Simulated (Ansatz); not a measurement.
Base system: La2O3 (space group P-3m1, No. 164).

```
CELL_PARAMETERS angstrom
      3.90646     0.00000     0.00000
     -1.95323     3.38309     0.00000
      0.00000     0.00000     6.03942
ATOMIC_POSITIONS crystal
  La 0.33333 0.66667 0.24534
  La 0.66667 0.33333 0.75466
  O  0.00000 0.00000 0.00000
  O  0.33333 0.66667 0.64608
  O  0.66667 0.33333 0.35392
```

Levels (all Ansatz, a program for electronic structure, PAW, earlier PAW set): PBEsol (420 eV, spin-orbit coupling left out); HSE06 (420 eV, spin-orbit coupling left out).

Its gap is 3.77 eV with PBEsol and 5.30 eV with HSE06.

One thing is altered: Se takes the place of O on all its sites, then cell and atoms are relaxed.

With PBEsol the gap becomes 1.68 eV.

Task: If the HSE06 correction stayed the same, what would the HSE06 gap be, and what does the HSE06 run give?

Result: A rigid correction of +1.53 eV gives 3.21 eV. The HSE06 run gives 2.42 eV, so the correction itself changes by -0.79 eV.

Single points use the geometry relaxed with PBEsol. The hybrid gap comes from the SCF mesh plus the semilocal run's edge points and a few special points and is an upper bound. Whether these cells are dynamically stable was not tested. As relaxed here, La2Se3 is a hypothetical phase, not in the database extracts checked.
